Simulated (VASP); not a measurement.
# KI (Pm-3m) in VASP: further runs, part 2 of 2

VASP 6.6.1.

## (4) Single point, PBE

Input file INCAR:

```
ALGO     = Normal         # electronic algorithm
EDIFF    = 1E-6           # SCF threshold, eV
ENCUT    = 450            # plane-wave cutoff, eV
GGA      = PE             # functional
ISIF     = 2              # what is computed and relaxed
ISMEAR   = 0              # smearing method
LASPH    = True           # aspherical terms in the spheres
LCHARG   = False          # write CHGCAR
LREAL    = False          # projectors in reciprocal space
LWAVE    = False          # write WAVECAR
NELM     = 100            # most SCF steps
PREC     = Accurate       # precision mode
SIGMA    = 0.02           # smearing width, eV
```

Input file KPOINTS:

```
k-points
0
Gamma
  4 4 4
```

Input file POSCAR:

```
KI
1.0
    4.2911966600      0.0000000000      0.0000000000
    0.0000000000      4.2911966600      0.0000000000
    0.0000000000      0.0000000000      4.2911966600
I K
1 1
Direct
    0.5000000000      0.5000000000      0.5000000000
    0.0000000000      0.0000000000      0.0000000000
```

Potentials or basis: VASP PAW PBE potentials, release 64 (I_GW, K_sv_GW).

Started as:

```console
> cat potpaw_PBE.64/I_GW/POTCAR potpaw_PBE.64/K_sv_GW/POTCAR > POTCAR
> mpirun -np 1 vasp_std > vasp.out
```

OUTCAR:

```text
EDIFF = 1E-6
   ENCUT = 450
   GGA = PE
   ISIF = 2
   ISMEAR = 0
   LASPH = True
   LREAL = False
   NELM = 100
   PREC = Accurate

 ion  position               nearest neighbor table
   1  0.500  0.500  0.500-
   2  0.000  0.000  0.000-

  LATTYP: Found a simple cubic cell.
 ALAT       =     4.2911966600

  Lattice vectors:

 A1 = (   4.2911966600,   0.0000000000,   0.0000000000)
[... 318 lines left out ...]
     11       7.5492      0.00000
     12      10.7199      0.00000

------------------------ aborting loop because EDIFF is reached ----------------------------------------

  FORCE on cell =-STRESS in cart. coord.  units (eV):
  Direction    XX          YY          ZZ          XY          YZ          ZX
  --------------------------------------------------------------------------------------
  -------------------------------------------------------------------------------------
  Total        0.2217415      0.2217415      0.2217415      0.0000000     -0.0000000     -0.0000000
  in kB        4.4959583      4.4959583      4.4959583      0.0000000     -0.0000000     -0.0000000
  external PRESSURE =       4.4959583 kB  Pullay stress =       0.0000000 kB

 VOLUME and BASIS-vectors are now :
 -----------------------------------------------------------------------------
  energy-cutoff  :      450.00
  volume of cell :       79.02
      direct lattice vectors                 reciprocal lattice vectors
     4.291196660  0.000000000  0.000000000     0.233035230  0.000000000  0.000000000
     0.000000000  4.291196660  0.000000000     0.000000000  0.233035230  0.000000000
     0.000000000  0.000000000  4.291196660     0.000000000  0.000000000  0.233035230

 POSITION                                       TOTAL-FORCE (eV/Angst)
 -----------------------------------------------------------------------------------
      2.14560      2.14560      2.14560         0.000000      0.000000      0.000000
      0.00000      0.00000      0.00000         0.000000      0.000000      0.000000
 -----------------------------------------------------------------------------------
    total drift:                                0.000000     -0.000000     -0.000000

  FREE ENERGIE OF THE ION-ELECTRON SYSTEM (eV)
  ---------------------------------------------------
  free  energy   TOTEN  =        -7.8792893366 eV

  energy  without entropy=       -7.8792893366  energy(sigma->0) =       -7.87928934
```

OSZICAR:

```text
N       E                     dE             d eps       ncg     rms          rms(c)
DAV:   1     0.151398930458E+03    0.15140E+03   -0.52524E+03   240   0.989E+02
DAV:   2     0.359670273505E+01   -0.14780E+03   -0.13765E+03   408   0.328E+02
DAV:   3    -0.777457133874E+01   -0.11371E+02   -0.11218E+02   376   0.999E+01
DAV:   4    -0.807815862005E+01   -0.30359E+00   -0.30337E+00   344   0.144E+01
DAV:   5    -0.808915439546E+01   -0.10996E-01   -0.10994E-01   360   0.397E+00    0.259E+00
DAV:   6    -0.792938213834E+01    0.15977E+00   -0.14825E-01   344   0.404E+00    0.199E+00
DAV:   7    -0.787965906974E+01    0.49723E-01   -0.22530E-01   364   0.346E+00    0.843E-01
DAV:   8    -0.787969490917E+01   -0.35839E-04   -0.20358E-02   308   0.159E+00    0.145E-01
DAV:   9    -0.787918600970E+01    0.50890E-03   -0.36420E-03   336   0.565E-01    0.761E-02
DAV:  10    -0.787928296401E+01   -0.96954E-04   -0.55089E-04   312   0.282E-01    0.119E-02
DAV:  11    -0.787928930261E+01   -0.63386E-05   -0.54085E-05   420   0.511E-02    0.665E-03
DAV:  12    -0.787928933657E+01   -0.33968E-07   -0.23900E-07   216   0.540E-03
   1 F= -.78792893E+01 E0= -.78792893E+01  d E =-.708330E-14
```

stdout:

```text
POSCAR found type information on POSCAR I K
 POSCAR found :  2 types and       2 ions
 scaLAPACK will be used
 LDA part: xc-table for (Slater+PW92), standard interpolation
 POSCAR, INCAR and KPOINTS ok, starting setup
 FFT: planning ... GRIDC
 FFT: planning ... GRID_SOFT
 FFT: planning ... GRID
 WAVECAR not read
 entering main loop
```

Run time: 10 s. Hardware: 1 thread of Intel Xeon Platinum 8488C (Sapphire Rapids), shared host; peak memory 0.16 GiB.

Results:

```
Free energy            : -7.8793 eV
Pressure               : 0.4 GPa
Band gap on the k mesh : 3.32 eV, indirect (least direct gap 3.68 eV)
```

Caveat: spin-orbit coupling is left out, which moves the levels of the heavy elements.

## (5) Single point, PBE

Input file INCAR:

```
SYSTEM = KI
  ALGO = Normal
  EDIFF = 1E-7
  ENCUT = 500
  GGA = PE
  ISIF = 2
  ISMEAR = 0
  LASPH = .TRUE.
  LCHARG = .FALSE.
  LREAL = .FALSE.
  LWAVE = .FALSE.
  NBANDS = 15
  NELM = 100
  PREC = Accurate
  SIGMA = 0.02
```

Input file KPOINTS:

```
k-points
0
G
  3 3 3
  0 0 0
```

POSCAR is that of step 4.

Potentials or basis: VASP PAW PBE potentials, release 64 (I_GW, K_sv_GW).

Started as:

```console
> cat potpaw_PBE.64/I_GW/POTCAR potpaw_PBE.64/K_sv_GW/POTCAR > POTCAR
> mpirun -np 1 vasp_std > vasp.out
```

OUTCAR:

```text
SYSTEM = KI
   EDIFF = 1E-7
   ENCUT = 500
   GGA = PE
   ISIF = 2
   ISMEAR = 0
   LASPH = .TRUE.
   LREAL = .FALSE.
   NELM = 100
   PREC = Accurate

 ion  position               nearest neighbor table
   1  0.500  0.500  0.500-
   2  0.000  0.000  0.000-

  LATTYP: Found a simple cubic cell.
 ALAT       =     4.2911966600

  Lattice vectors:

 A1 = (   4.2911966600,   0.0000000000,   0.0000000000)
 A2 = (   0.0000000000,   4.2911966600,   0.0000000000)
 A3 = (   0.0000000000,   0.0000000000,   4.2911966600)

Analysis of symmetry for initial positions (statically):
=====================================================================
 Subroutine PRICEL returns:
 Original cell was already a primitive cell.

 Routine SETGRP: Setting up the symmetry group for a
 simple cubic supercell.

 Subroutine GETGRP returns: Found 48 space group operations
 (whereof 48 operations were pure point group operations)
 out of a pool of 48 trial point group operations.

The static configuration has the point symmetry O_h .

Analysis of symmetry for dynamics (positions and initial velocities):
=====================================================================
 Subroutine PRICEL returns:
 Original cell was already a primitive cell.

 Routine SETGRP: Setting up the symmetry group for a
 simple cubic supercell.

 Subroutine GETGRP returns: Found 48 space group operations
 (whereof 48 operations were pure point group operations)
 out of a pool of 48 trial point group operations.

The dynamic configuration has the point symmetry O_h .

 Subroutine INISYM returns: Found 48 space group operations
 (whereof 48 operations are pure point group operations),
 and found     1 'primitive' translations

----------------------------------------------------------------------------------------

                                     Primitive cell

  volume of cell :      79.0197

[... 96 lines left out ...]
   LEPSILON=     F    determine dielectric tensor
   LRPA    =     F    only Hartree local field effects (RPA)
 non-spin polarized calculation
 Gauss-broadening in eV      SIGMA  =   0.02
  energy-cutoff  :      500.00
  volume of cell :       79.02
 maximum number of plane-waves:      2016
 NGX is ok and might be reduce to    32
   NGX = 15   NGY = 15   NGZ = 15

 number of electron      16.0000002 magnetization

 Free energy of the ion-electron system (eV)
  ---------------------------------------------------
  ext. energy  EPLUGINS =         0.00000000
  ---------------------------------------------------
  free energy    TOTEN  =        -7.83903647 eV

  energy without entropy =       -7.83903647  energy(sigma->0) =       -7.83903647

 E-fermi :   1.9905     XC(G=0):  -7.6977

 val. band max:        1.8117647997   @ k =   0.3333   0.3333   0.0000
 cond. band min:       5.2551404339   @ k =   0.0000   0.0000   0.0000
 fundamental gap:      3.4433756342
 Fermi energy:         1.9905487708

 k-point     1 :       0.0000    0.0000    0.0000
  band No.  band energies     occupation
      1     -27.4652      2.00000
      2     -10.9178      2.00000
      3     -10.9178      2.00000
      4     -10.9178      2.00000
      5      -9.2036      2.00000
      6       1.5867      2.00000
      7       1.5867      2.00000
      8       1.5867      2.00000
      9       5.2551      0.00000
     10       6.7005      0.00000
     11       6.7005      0.00000
     12      10.2847      0.00000
     13      10.2847      0.00000
     14      10.2847      0.00000
[... 41 lines left out ...]
      2     -10.9819      2.00000
      3     -10.9674      2.00000
      4     -10.9674      2.00000
      5      -8.7980      2.00000
      6       0.5377      2.00000
      7       0.5480      2.00000
      8       0.5480      2.00000
      9       7.3035      0.00000
     10       7.8327      0.00000
     11       7.8327      0.00000
     12       9.5310      0.00000
     13      10.3526      0.00000
     14      10.3526      0.00000
     15      11.9569      0.00000

------------------------ aborting loop because EDIFF is reached ----------------------------------------

  FORCE on cell =-STRESS in cart. coord.  units (eV):
  Direction    XX          YY          ZZ          XY          YZ          ZX
  --------------------------------------------------------------------------------------
  -------------------------------------------------------------------------------------
  Total        0.3570499      0.3570499      0.3570499      0.0000000      0.0000000      0.0000000
  in kB        7.2394275      7.2394275      7.2394275      0.0000000      0.0000000      0.0000000
  external PRESSURE =       7.2394275 kB  Pullay stress =       0.0000000 kB

 VOLUME and BASIS-vectors are now :
 -----------------------------------------------------------------------------
  energy-cutoff  :      500.00
  volume of cell :       79.02
      direct lattice vectors                 reciprocal lattice vectors
     4.291196660  0.000000000  0.000000000     0.233035230  0.000000000  0.000000000
     0.000000000  4.291196660  0.000000000     0.000000000  0.233035230  0.000000000
     0.000000000  0.000000000  4.291196660     0.000000000  0.000000000  0.233035230

 POSITION                                       TOTAL-FORCE (eV/Angst)
 -----------------------------------------------------------------------------------
      2.14560      2.14560      2.14560         0.000000      0.000000      0.000000
      0.00000      0.00000      0.00000         0.000000      0.000000      0.000000
 -----------------------------------------------------------------------------------
    total drift:                                0.000000      0.000000     -0.000000

  FREE ENERGIE OF THE ION-ELECTRON SYSTEM (eV)
  ---------------------------------------------------
  free  energy   TOTEN  =        -7.8390364723 eV

  energy  without entropy=       -7.8390364723  energy(sigma->0) =       -7.83903647
```

stdout:

```text
POSCAR found type information on POSCAR I K
 POSCAR found :  2 types and       2 ions
 scaLAPACK will be used
 LDA part: xc-table for (Slater+PW92), standard interpolation
 POSCAR, INCAR and KPOINTS ok, starting setup
 FFT: planning ... GRIDC
 FFT: planning ... GRID_SOFT
 FFT: planning ... GRID
 WAVECAR not read
 entering main loop
```

It took 6.7 s on 1 thread of Intel Xeon Platinum 8488C (Sapphire Rapids), shared host; peak memory 0.17 GiB.

Results:

```yaml
Free_energy: -7.8390 eV
Pressure: 0.7 GPa
Band_gap_on_the_k_mesh: 3.44 eV, indirect (least direct gap 3.67 eV)
```

Levels at points of the mesh, in eV from the valence-band top:
```csv
k point,band 4,band 5,band 6,band 7,band 8,band 9,band 10,band 11,band 12,band 13
"(0.00, 0.00, 0.00)",-12.73,-11.02,-0.23,-0.23,-0.23,3.44,4.89,4.89,8.47,8.47
```

Caveat: the k mesh is coarse (spacing up to 0.49 Å⁻¹), so the values aren't converged; spin-orbit coupling is left out, which moves the levels of the heavy elements; an odd mesh through Γ misses points on the zone boundary, where band edges often lie.
